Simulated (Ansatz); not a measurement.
## ZnO (zincite) under changes of volume

One of the cells (11.900 Å³/atom); the others are scaled copies at fixed shape and fractional positions:

```
Zn O
1.0
     3.24931    0.00000    0.00000
    -1.62465    2.81398    0.00000
     0.00000    0.00000    5.20571
Zn O
2 2
Direct
  0.66667 0.33333 0.00000
  0.33333 0.66667 0.50000
  0.33333 0.66667 0.87901
  0.66667 0.33333 0.37901
```

| Item | Value |
| --- | --- |
| Program | Ansatz 0.2.0 |
| Functional | revPBE |
| Dispersion | D4 |
| Potentials or basis | Ansatz PAW |
| Cutoff | 420 eV (not typed: the program's choice for these potentials) |
| k mesh | 9 × 9 × 5 |
| Occupations | fermi-dirac, width 0.05 eV |
| Spin | no spin polarisation |

```tsv
volume (Å³/atom)	energy over the lowest point (meV/atom)	pressure (GPa)	gap on the mesh (eV)	largest force (eV/Å)
11.186	?	?	?	?
11.424	11.86	7.2	0.93	0.082
11.662	3.67	3.9	0.90	0.075
11.900	0.00	1.1	0.88	0.068
12.138	0.41	-1.5	0.85	0.062
12.376	4.47	-3.9	0.82	0.056
12.614	11.78	-6.0	0.80	0.050
```

Question: What does the run at 11.186 Å³/atom give?

Answer: Energy over the lowest point 25.11 meV/atom; pressure 10.8 GPa; gap on the mesh 0.96 eV; largest force 0.090 eV/Å.

Worked out: A Birch-Murnaghan fit of order 3 (a polynomial in V^(-2/3)) to the other rows has its minimum at 11.99 Å³/atom with B0 = V·E''(V) = 132 GPa and B' = 4.5 at fixed shape and positions, which overstates the stiffness. It gives 25.13 meV/atom at 11.186 Å³/atom, against the run's 25.11, and -dE/dV = 10.8 GPa, against 10.8. A straight line through the other rows of the gap, of slope -1.33 eV per unit of ln V (its deformation potential), extrapolates to 0.96 eV, against the run's 0.96.

Energies are extrapolated to zero smearing.

Caveats: odd divisions of the mesh miss points on the zone boundary, where band edges often lie, so the gap on the mesh can be too wide; the PAW data sets come from PBE, with cores solved anew for the run's functional, which leaves a small shift of forces and pressure.
